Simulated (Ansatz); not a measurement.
Here is an Ansatz input file for KNbO₃, space group P4mm. Write the same calculation for the Python package.

```yaml
crystal:
  lattice:
    - [3.996, 0.0, 0.0]
    - [0.0, 3.996, 0.0]
    - [0.0, 0.0, 4.063]
  atoms:
    - { symbol: K, position: [0.0, 0.0, 0.018] }
    - { symbol: Nb, position: [0.5, 0.5, 0.5] }
    - { symbol: O, position: [0.5, 0.5, 0.044] }
    - { symbol: O, position: [0.5, 0.0, 0.54] }
    - { symbol: O, position: [0.0, 0.5, 0.54] }
basis:
  ecutwfc: 450.0
kpoints:
  mp_grid: { grid: [6, 6, 6] }
  band_path:
    path:
      - [0.0, 0.0, 0.0]
      - [0.0, 0.5, 0.0]
      - [0.5, 0.5, 0.0]
      - [0.0, 0.0, 0.0]
      - [0.0, 0.0, 0.5]
      - [0.0, 0.5, 0.5]
    npoints: 6
hamiltonian:
  xc: pbesol
scf:
  n_extra_bands: 10
  convergence: { dr2_threshold: 1.0e-10 }
  occupations: { method: fixed }
output:
  write_density: true
```

Launched from the shell:
```console
$ ansatz run input.yaml --threads 1 --pin off --max-ram 3072MiB --backend cpu --events-out ev --progress --plain --runs-dir out
scf.n_extra_bands = 10 over 20 filled bands (N_el = 40.0): the run solves 30 bands
Engine: ansatz 0.2.0, x86_64-unknown-linux-gnu
Pseudopotentials: kind: paw
Pseudopotential: K, paw, valence charge 9, recommended cutoff 420 eV (normal), K.paw.azcp
Pseudopotential: Nb, paw, valence charge 13, recommended cutoff 420 eV (normal), Nb.paw.azcp
Pseudopotential: O, paw, valence charge 6, recommended cutoff 420 eV (normal), O.paw.azcp
Functional definition: PBEsol
  exchange = pbesol_x
  correlation = pbesol_c
Crystal: 5 atoms, lattice volume = 64.878 Å³
Basis set: ecut = 450 eV, 1367 PW (Γ)
Bands: 30, of which v1, the nominal top of the filled ones, is band 20 counted from 1 (19 counted from 0)
Symmetry: 8 space group operations
Space group: P4mm (ITA 99), of the structure as read, at distance tolerance 4.0e-5 Å
k-points: 40 of 216 (time reversal used)
Non-local potential: K, projectors of the file, l = 0: 3, l = 1: 2, l = 2: 2
Non-local potential: Nb, projectors of the file, l = 0: 3, l = 1: 2, l = 2: 2, l = 3: 1
Non-local potential: O, projectors of the file, l = 0: 2, l = 1: 2, l = 2: 1
PAW form: soft (Blöchl's): semilocal exchange-correlation on the pseudo side does not see the compensation charge
PAW frozen core: K, regenerated for the run's functional, and the local potential with it (the file was generated under x = pbe(κ = 0.804, μ = 0.2195149727645171), c = pbe(β = 0.06672455060314922))
PAW frozen core: Nb, regenerated for the run's functional, and the local potential with it (the file was generated under x = pbe(κ = 0.804, μ = 0.2195149727645171), c = pbe(β = 0.06672455060314922))
PAW frozen core: O, regenerated for the run's functional, and the local potential with it (the file was generated under x = pbe(κ = 0.804, μ = 0.2195149727645171), c = pbe(β = 0.06672455060314922))
PAW one-centre angular grid: K, 110 points (default); XC on 64 Gauss nodes
PAW one-centre angular grid: Nb, 590 points (default); XC on 64 Gauss nodes
PAW one-centre angular grid: O, 110 points (default); XC on 64 Gauss nodes
Initial density: superposition of atomic densities (neutral atoms: chi_scale 0, normalization atom), corrected by the library's trained network
Initial wavefunctions: pseudopotential atomic-orbital guess
Functional: x = pbesol(κ = 0.804, μ = 0.12345679012345678), c = pbesol(β = 0.046)
SCF iter   1: F=—  HF=-7699.364251 eV  |F-HF|=—  |Δ(HF+E_count)|=         —  Δρ=1.68e-2  dr2=1.60e-1  ethr=1.77e-3  ⟨swp⟩=4.8  Hψ=4845  notcnv=0  defer=298
preconditioner: auto → Resta (q_TF=auto, 2.517 Å⁻¹)  ε∞=4.0  [insulator: Δε(μ)=1.290 eV  Ē_g=14.584 eV  n_scr=18 (ndim 8)  ℏωp=25.3 eV  f_vac=0.015  ε∞_Penn≈4.0]
SCF iter   2: F=—  HF=-7699.335324 eV  |F-HF|=—  |Δ(HF+E_count)|=   2.89e-2  Δρ=6.67e-3  dr2=2.80e-2  ethr=4.00e-4  ⟨swp⟩=2.2  Hψ=1988  notcnv=0  defer=301
SCF iter   3: F=—  HF=-7699.329785 eV  |F-HF|=—  |Δ(HF+E_count)|=   5.54e-3  Δρ=1.65e-3  dr2=1.59e-3  ethr=6.99e-5  ⟨swp⟩=2.0  Hψ=1450  notcnv=0  defer=312
SCF iter   4: F=—  HF=-7699.329544 eV  |F-HF|=—  |Δ(HF+E_count)|=   2.40e-4  Δρ=4.03e-4  dr2=8.25e-5  ethr=3.97e-6  ⟨swp⟩=2.1  Hψ=1713  notcnv=0  defer=316
SCF iter   5: F=—  HF=-7699.329567 eV  |F-HF|=—  |Δ(HF+E_count)|=   2.25e-5  Δρ=3.29e-4  dr2=5.98e-5  ethr=2.06e-7  ⟨swp⟩=2.0  Hψ=1580  notcnv=0  defer=203
SCF iter   6: F=—  HF=-7699.329561 eV  |F-HF|=—  |Δ(HF+E_count)|=   6.12e-6  Δρ=4.26e-5  dr2=1.21e-6  ethr=1.49e-7  ⟨swp⟩=2.0  Hψ=1472  notcnv=0  defer=195
SCF iter   7: F=—  HF=-7699.329561 eV  |F-HF|=—  |Δ(HF+E_count)|=   2.59e-7  Δρ=1.72e-5  dr2=1.71e-7  ethr=3.01e-9  ⟨swp⟩=2.2  Hψ=1464  notcnv=0  defer=195
SCF iter   8: F=—  HF=-7699.329561 eV  |F-HF|=—  |Δ(HF+E_count)|=   2.29e-7  Δρ=2.75e-6  dr2=4.14e-9  ethr=4.27e-10  ⟨swp⟩=2.0  Hψ=1567  notcnv=0  defer=195
SCF iter   9: F=-7699.329561 eV  HF=-7699.329561 eV  |F-HF|=9.73e-11  |Δ(HF+E_count)|=   3.75e-9  Δρ=5.02e-7  dr2=9.75e-11  ethr=1.00e-12  ⟨swp⟩=7.8  Hψ=6296  notcnv=0
SCF 1 converged in 9 iterations: F = -7699.329561 eV  dr2 = 9.75e-11
  greatest PAW one-centre occupation: 0.998 electrons in one spin orbital (limit 2), on the Nb atom at site 1 (counted from 0), in its partial waves of l = 0
NSCF: frozen V_eff on 31 k-points
SCF converged after 9 iterations
Free energy (F): -7699.329561 eV
Harris-Foulkes:  -7699.329561 eV  (|F-HF|=9.73e-11)
Internal energy: -7699.329561 eV  (E = F + TS)
E sigma→0 (E₀):  -7699.329561 eV
Fermi energy:    8.188583 eV
--- Per-component energies (eV) ---
  E_band       = -231.073871
  E_kinetic    = 1171.627826
  E_local      = -2400.911324  (includes V_loc(G=0)·N_el)
  E_nonlocal   = 274.398401
  E_hartree    = 812.022494
  E_xc         = -527.222723
  E_vxc        = -657.544266  (∫ρ·V_xc dr)
  E_paw        = -4234.514470  (= ΣΔE_a)
  E_vpaw       = -242.695928  (= ΣTr[D̂ρ^β])
  E_aug_tail   = 0.006400  (compensation charges beyond the density's cutoff)
  E_ewald      = -2795.138623
  E_core_change = 0.402458  (= ΣΔE_core)
  E_smearing   = -0.000000  (= −TS)
  E_closure    = -0.000000  (closes the sum)
  Σ components = -7699.329561   (vs F -7699.329561, Δ=0.00e0)
--- Band table (eV; the first three rows and the last of 40) ---
  k-point 0: bands = ["-46.5419", "-22.7910", "-22.6586", "-22.6586", "-19.0544", "-8.9403", "-8.4886", "-8.4563", "-2.6739", "-2.6711", "-2.6711", "5.8637", "5.8773", "5.8773", "6.5600", "6.5600", "6.9983", "7.1235", "7.3309", "7.3309", "9.7191", "10.3839", "10.3839", "13.6771", "13.8017", "14.5453", "15.9521", "16.0742", "19.0377", "19.0377"]
  k-point 1: bands = ["-46.5415", "-22.8202", "-22.6576", "-22.6576", "-19.0479", "-8.8835", "-8.4513", "-8.3547", "-2.6636", "-2.6636", "-2.6369", "5.1370", "5.7187", "5.7187", "6.3744", "6.3744", "6.7169", "6.8858", "7.3518", "7.3518", "9.7458", "10.9087", "10.9087", "13.6843", "14.6187", "15.1540", "16.2805", "16.4258", "18.9097", "19.1176"]
  k-point 2: bands = ["-46.5407", "-22.8776", "-22.6555", "-22.6555", "-19.0352", "-8.8727", "-8.4411", "-7.9451", "-2.6486", "-2.6486", "-2.5618", "3.7060", "5.3792", "5.3792", "6.1787", "6.1787", "6.2683", "6.6752", "7.3516", "7.3516", "9.8004", "11.9132", "11.9132", "13.6959", "15.6372", "16.5240", "16.9760", "17.5031", "18.6018", "19.1987"]
  k-point 39: bands = ["-46.5361", "-22.8916", "-22.7840", "-22.7840", "-19.0018", "-7.6791", "-7.5065", "-7.5065", "-2.9263", "-2.9263", "-2.8994", "2.9076", "2.9636", "3.6468", "4.2396", "4.2434", "4.2434", "7.9770", "7.9770", "8.1886", "13.4280", "13.4280", "13.4440", "16.6343", "16.9004", "16.9004", "18.6696", "18.8011", "19.1033", "20.0709"]
```

`bands_knbo3.py`
```python
"""Band structure of KNbO3."""

import warnings

import ansatz as az
import numpy as np
from pymatgen.core import Structure
from scipy.ndimage import map_coordinates

FUNCTIONAL = "PBEsol"
CUTOFF_EV = 450
FILLING = "Fixed"
TOLERANCE = 1e-10
N_EMPTY = 10

warnings.simplefilter("ignore", az.DeckWarning)

knbo3 = (
    az.Lattice.of([3.996, 0.0, 0.0], [0.0, 3.996, 0.0], [0.0, 0.0, 4.063])
    .atom("K", [0.0, 0.0, 0.018])
    .atom("Nb", [0.5, 0.5, 0.5])
    .atom("O", [0.5, 0.5, 0.044])
    .atom("O", [0.5, 0.0, 0.54])
    .atom("O", [0.0, 0.5, 0.54])
)

# vertices of the path, as fractions of the reciprocal vectors
path = [
    ("G", (0.0, 0.0, 0.0)),
    ("X", (0.0, 0.5, 0.0)),
    ("M", (0.5, 0.5, 0.0)),
    ("G", (0.0, 0.0, 0.0)),
    ("Z", (0.0, 0.0, 0.5)),
    ("R", (0.0, 0.5, 0.5)),
]
calc = (
    knbo3.calculation()
    .functional(FUNCTIONAL)
    .basis(CUTOFF_EV)  # a bare number is in eV
    .kpoints(6)  # sampling of the Brillouin zone
    .occupations(FILLING)  # no smearing
    .scf(tolerance=TOLERANCE)
    .band_structure([point for _, point in path], intervals=6)  # levels along the path at the converged density
    .scf(extra_bands=N_EMPTY)
    .density()
)
outcome = calc.run()
summary = outcome.report

energy = summary["free_energy_ev"]
print("F of the KNbO3 cell: {:.6f} eV = {:.6f} Ry = {:.6f} Ha".format(energy, energy / 13.605693, energy / 27.211386))
print("Fermi level {:.4f} eV, {} k-points, {} symmetry operations".format(summary["fermi_energy_ev"], summary["n_kpoints"], summary["n_symmetry_ops"]))

final = Structure(outcome.lattice.cell_ang, [s.symbol for s in outcome.lattice.sites], [s.position_frac for s in outcome.lattice.sites])
# the grid holds the pseudo-density, which differs from the true one inside the cores
rho = outcome.density()
total = sum(channel.density_e_per_ang3 for channel in rho.channels[:2])
grid_cell = np.asarray(rho.fft_grid_basis) @ outcome.lattice.cell_ang
partner = min(final.get_neighbors(final[0], 5.0), key=lambda n: n.nn_distance)
line = np.linspace(final[0].coords, partner.coords, 9)
points = (line @ np.linalg.inv(grid_cell)) * rho.dims
values = map_coordinates(total, points.T, order=3, mode="grid-wrap")
print(f"from {final[0].specie} to {partner.specie}, {partner.nn_distance:.3f} A")
for t, value in zip(np.linspace(0, partner.nn_distance, 9), values):
    print(f"{t:7.3f} A  {value:9.4f} e/A^3")

bands = outcome.band_structure()
fermi = bands.fermi_energy_ev
print(f"zero of the bands: {fermi:.3f} eV, the Fermi level found on the SCF mesh")
levels = bands.channels[0].eigenvalues_ev - fermi
filled = round(summary["n_electrons"]) // 2
valence, conduction = levels[:, filled - 1], levels[:, filled]
print("k (fractions)              top valence  bottom conduction (eV)")
for k, lo, hi in zip(bands.kpoints_frac, valence, conduction):
    print(f"{k[0]:7.3f} {k[1]:7.3f} {k[2]:7.3f} {lo:12.3f} {hi:13.3f}")
print(f"on this path: least direct gap {np.min(conduction - valence):.3f} eV, least gap {conduction.min() - valence.max():.3f} eV")
```

```console
$ python bands_knbo3.py
F of the KNbO3 cell: -7699.329561 eV = -565.890290 Ry = -282.945145 Ha
Fermi level 8.1886 eV, 40 k-points, 8 symmetry operations
from K to O, 2.786 A
  0.000 A     4.1328 e/A^3
  0.348 A     4.0080 e/A^3
  0.697 A     1.7747 e/A^3
  1.045 A     0.3460 e/A^3
  1.393 A     0.1074 e/A^3
  1.741 A     0.2425 e/A^3
  2.090 A     1.1576 e/A^3
  2.438 A     5.1404 e/A^3
  2.786 A     7.6429 e/A^3
zero of the bands: 8.189 eV, the Fermi level found on the SCF mesh
k (fractions)              top valence  bottom conduction (eV)
  0.000   0.000   0.000       -0.858         1.530
  0.000   0.083   0.000       -0.879         1.755
  0.000   0.167   0.000       -1.023         2.175
  0.000   0.250   0.000       -1.112         2.232
  0.000   0.333   0.000       -1.151         2.262
  0.000   0.417   0.000       -1.172         2.284
  0.000   0.500   0.000       -1.179         2.291
  0.083   0.500   0.000       -1.065         2.337
  0.167   0.500   0.000       -0.967         2.600
  0.250   0.500   0.000       -0.550         3.093
  0.333   0.500   0.000       -0.253         3.651
  0.417   0.500   0.000       -0.087         4.098
  0.500   0.500   0.000       -0.034         4.273
  0.417   0.417   0.000       -0.134         4.060
  0.333   0.333   0.000       -0.387         3.544
  0.250   0.250   0.000       -0.692         2.936
  0.167   0.167   0.000       -0.916         2.426
  0.083   0.083   0.000       -0.878         1.928
  0.000   0.000   0.000       -0.858         1.530
  0.000   0.000   0.083       -0.849         1.538
  0.000   0.000   0.167       -0.837         1.557
  0.000   0.000   0.250       -0.834         1.584
  0.000   0.000   0.333       -0.837         1.612
  0.000   0.000   0.417       -0.841         1.632
  0.000   0.000   0.500       -0.843         1.640
  0.000   0.083   0.500       -0.951         1.855
  0.000   0.167   0.500       -1.085         2.375
  0.000   0.250   0.500       -0.712         3.002
  0.000   0.333   0.500       -0.444         3.588
  0.000   0.417   0.500       -0.294         4.009
  0.000   0.500   0.500       -0.247         4.164
on this path: least direct gap 2.386 eV, least gap 1.565 eV
```

What to keep in mind:
- Total energies depend on the potentials; only differences at equal settings carry meaning. A total without «per atom» is that of the cell as typed.
- Spin is left out of this run.
- Semilocal gaps usually lie well under measured ones.
- With fixed filling the reported Fermi level is the top filled level among the k-points of the SCF.
- Only differences from the Fermi energy are physical; the zero of the scale is a convention.
- Densities and potentials on the grid are those of the valence electrons, and inside the cores they hang on the potentials used.
- The structure is a deposited one; some such entries were measured under pressure or heat, so a shift against it needn't be the functional's error alone.
- Levels are Kohn-Sham eigenvalues on this mesh, without spin-orbit coupling.
- It ran for 11 s on 1 thread of Intel(R) Xeon(R) Processor @ 2.30GHz, with other jobs on the host, peak memory 0.6 GiB.

(Lines on the test bed's own set-up are left out of the output.)
